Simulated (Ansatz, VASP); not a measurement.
AlN: VASP beside Ansatz

```
Al N
1.0
     0.00000    1.87760    1.87760
     1.87760    0.00000    1.87760
     1.87760    1.87760    0.00000
Al N
1 1
Direct
  0.50000 0.50000 0.50000
  0.00000 0.00000 0.00000
```

Alike in both runs: task single point; functional PBEsol; k mesh 10 × 10 × 10; occupations gaussian, width 0.05 eV; no spin polarisation.

|  | VASP | Ansatz |
| --- | --- | --- |
| version | VASP 6.6.1 | Ansatz 0.2.0 |
| potentials or method | VASP PAW PBE potentials, release 64 (Al, N) | scalar-relativistic, plane waves, PAW |
| plane-wave cutoff (eV) | 520 | 420 |
| valence electrons in the cell | 8 | 8 |

Ansatz gave:

```
gap on the k mesh at the Fermi level (eV) : 4.64
least direct gap on the mesh (eV)         : 8.08
```

Question: Estimate VASP's values.

Answer: gap on the k mesh at the Fermi level (eV): 4.63; least direct gap on the mesh (eV): 8.07.

 Expect the measured gap to be larger: semilocal functionals such as PBEsol lack the derivative discontinuity. A k mesh can miss the band edges.
